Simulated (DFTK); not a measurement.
Runs of DFTK 0.8.2 on CdTe. It takes space group F-43m (No. 216, cubic). The conventional cell has a = 6.410 Å, b = 6.410 Å, c = 6.410 Å, α = 90.00°, β = 90.00°, γ = 90.00°. Around Te (site symmetry -43m) lie 4 Cd at 2.78 Å. Around Cd (site symmetry -43m) lie 4 Te at 2.78 Å. 

| level | potentials or basis | k mesh | cutoff (eV) | valence electrons | SCF solver | mesh quality | gap on the mesh (eV) | pressure (GPa) |
| --- | --- | --- | --- | --- | --- | --- | --- | --- |
| PBE | SG15 1.2 (PBE) | 6 × 6 × 6 | 952 | Cd 20, Te 16 | - | not flagged | 0.87 | - |
| BJ06 | SG15 1.2 (PBE) | 6 × 6 × 6 | 1225 | Cd 20, Te 16 | - | not flagged | 1.24 | - |
| BJ06 | cp2k.nc.sr.pbe.v0_1.largecore.gth (PBE, GTH) | 4 × 4 × 4 | 2068 | Cd 12, Te 6 | ScfAndersonSolver | coarse | 0.63 | - |
| PBEsol | SG15 1.2 (PBE) | 6 × 6 × 6 | 1225 | Cd 20, Te 16 | - | not flagged | 0.78 | 1.6 |
| r2SCAN | SG15 1.2 (PBE) | 6 × 6 × 6 | 1225 | Cd 20, Te 16 | - | not flagged | 1.15 | 2.7 |
| TASK | SG15 1.2 (PBE) | 4 × 4 × 4 | 1225 | Cd 20, Te 16 | - | coarse | 1.84 | (c) |
| LDA | SG15 1.2 (PBE) | 6 × 6 × 6 | 1225 | Cd 20, Te 16 | - | not flagged | 0.65 | (b) |
| r2SCAN | cp2k.nc.sr.pbe.v0_1.largecore.gth (PBE, GTH) | 4 × 4 × 4 | 2068 | Cd 12, Te 6 | ScfAndersonSolver | coarse | (a) | 2.6 |

Alike in all rows: task band structure; no spin polarisation; cell as given; smearing fermi-dirac 0.05 eV.

Fill in the values left out.

(a) 0.97; (b) -0.7; (c) 7.6.

Caveats: some runs use coarse meshes; spin-orbit coupling is left out, which moves the levels of the heavy elements; the potentials were made for another functional, which shifts forces and pressure (some runs); the program leaves the constant c of mgga_x_tb09 at 1, so the potential is Becke-Johnson's (BJ06) and not Tran and Blaha's, with levels but no total energy (some runs); GTH potentials come without recommended cutoffs, and this one wasn't checked for convergence (some runs); the program warned that the kinetic-energy density falls under its von Weizsäcker bound, which can give unphysical results (some runs).

A k mesh can miss the band edges, and the runs leave out spin-orbit coupling on Cd, Te.

Not every run made on this cell is shown here.
